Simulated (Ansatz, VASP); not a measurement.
# One calculation of Na, two programs

Contents of INCAR:

```
SYSTEM = Na
PREC = Accurate
ENCUT = 520
EDIFF = 1E-6
ISMEAR = 0
SIGMA = 0.15
LREAL = .FALSE.
LASPH = .TRUE.
NELM = 60
ALGO = Normal
ISIF = 2
LWAVE = .FALSE.
LCHARG = .FALSE.
NBANDS = 10
```

The input KPOINTS:

```
regular mesh
0
G
  16 16 16
  0 0 0
```

The input POSCAR:

```
Na
1.0
   -2.1175000000      2.0751500000      2.1175000000
    2.1175000000     -2.0751500000      2.1175000000
    2.1175000000      2.0751500000     -2.1175000000
Na
1
Direct
    0.0000000000      0.0000000000      0.0000000000
```

Input for Ansatz:

```yaml
crystal:
  lattice:
    - [-2.1175, 2.07515, 2.1175]
    - [2.1175, -2.07515, 2.1175]
    - [2.1175, 2.07515, -2.1175]
  atoms:
    - { symbol: Na, position: [0.0, 0.0, 0.0] }
basis:
  ecutwfc: 420
kpoints:
  mp_grid: { grid: [16, 16, 16] }
hamiltonian:
  xc: lda
scf:
  occupations: { method: gaussian, width: 0.15 }
output:
  forces: true
  stress: true
  eigenvalues: true
```

Change from the starting cell: strain -0.0200 x Voigt [0, 1, 0, 0, 0, 0], atoms carried along.

Alike in both runs: task single point; functional LDA; k mesh 16 × 16 × 16; occupations gaussian, width 0.15 eV; no spin polarisation.

```csv
,VASP,Ansatz
version,VASP 6.6.1,Ansatz 0.2.0
potentials or method,"VASP PAW LDA potentials, release 64 (Na_pv)","scalar-relativistic, plane waves, PAW"
plane-wave cutoff (eV),520,420
valence electrons in the cell,7,9
```

|  | VASP | Ansatz | Ansatz less VASP |
| --- | --- | --- | --- |
| gap on the k mesh at the Fermi level (eV) | none | none | - |
| pressure (GPa) | -0.8 | -0.8 | +0.02 |

A gap of «none» marks a metal or a gap that the smearing closes. The two sets of potentials don't hold the same shells in valence.
